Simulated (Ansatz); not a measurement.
Crystal: CrCuO2.

```xyz
4
Lattice="1.4867 0.8583 5.7000 -1.4867 0.8583 5.7000 0.0000 -1.7167 5.7000" Properties=species:S:1:pos:R:3 pbc="T T T"
Cu    0.0000    0.0000    0.0000
Cr    0.0000    0.0000    8.5500
O     0.0000    0.0000   15.2546
O     0.0000    0.0000    1.8454
```

Base run:

| Item | Value |
| --- | --- |
| Program | Ansatz 0.2.0 |
| Functional | PBE |
| Potentials or basis | Ansatz PAW |
| Cutoff | 250 eV |
| Density cutoff | 1000 eV |
| k mesh | 10 × 10 × 10 |
| Occupations | fermi-dirac, width 0.05 eV |
| Spin | collinear spin, ferromagnetic start |
| Starting moments | [0.6, 3.0, 0.0, 0.0] μB |

Its results: band gap on the k mesh 1.11 eV, indirect (least direct gap 1.20 eV); pressure -1.5 GPa; net moment 3.00 μB per cell; site moments Cu +0.01; Cr +2.40; O +0.01 μB; largest force 0.905 eV/Å.

Task: The run is repeated on the same cell with these changes: functional from PBE to BLYP; cutoff from 250 eV to 420 eV (not typed: the program's choice for these potentials). What comes out?

Result: Band gap on the k mesh 1.08 eV, indirect (least direct gap 1.42 eV); pressure 10.3 GPa; net moment 3.00 μB per cell; site moments Cu +0.02; Cr +2.40; O +0.02 μB; largest force 0.079 eV/Å.

BLYP binds less tightly than PBE, so the same cell stands under more pressure.

Caveats: only a ferromagnetic start was run, and an antiferromagnetic order may lie lower in energy; the pressure holds a Pulay correction of +144.5 GPa for the finite cutoff (some runs); the cutoff lies under the one recommended for these potentials (some runs); the PAW data sets come from PBE, with cores solved anew for the run's functional, which leaves a small shift of forces and pressure (some runs).
